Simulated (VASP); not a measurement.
The system is PbF2 (Fluorocronite).

```xyz
3
Lattice="0.0000 2.9462 2.9462 2.9462 0.0000 2.9462 2.9462 2.9462 0.0000" Properties=species:S:1:pos:R:3 pbc="T T T"
Pb    0.0000    0.0000    0.0000
F     1.4731    1.4731    1.4731
F     4.4193    4.4193    4.4193
```

Program: VASP 6.6.1. Alike in all runs: task band structure; potentials or basis VASP PAW PBE potentials, release 64 (Pb_d, F); no spin polarisation; cell as given; k mesh 6 × 6 × 6; cutoff (eV) 520; smearing gaussian 0.03 eV.

Order these runs on this cell by their band gap on the k mesh, lowest first.
A. level PBE; further INCAR settings ALGO = Fast; EDIFF = 1e-06
B. level PBE0; exchange at q = 0 truncated; further INCAR settings ALGO = Normal; EDIFF = 1e-06
C. level HSE06; further INCAR settings ALGO = Normal; EDIFF = 1e-06; screening parameter 0.2 1/A
D. level PBE-EpsX; exchange at q = 0 truncated; further INCAR settings ALGO = Normal; EDIFF = 1e-06; share of exact exchange 0.2994

A (4.44 eV), C (5.76 eV), B (6.46 eV), D (6.87 eV).

Caveats: spin-orbit coupling is left out, which as a rule narrows the gap of such compounds by several tenths of an eV.

A k mesh can miss the band edges.
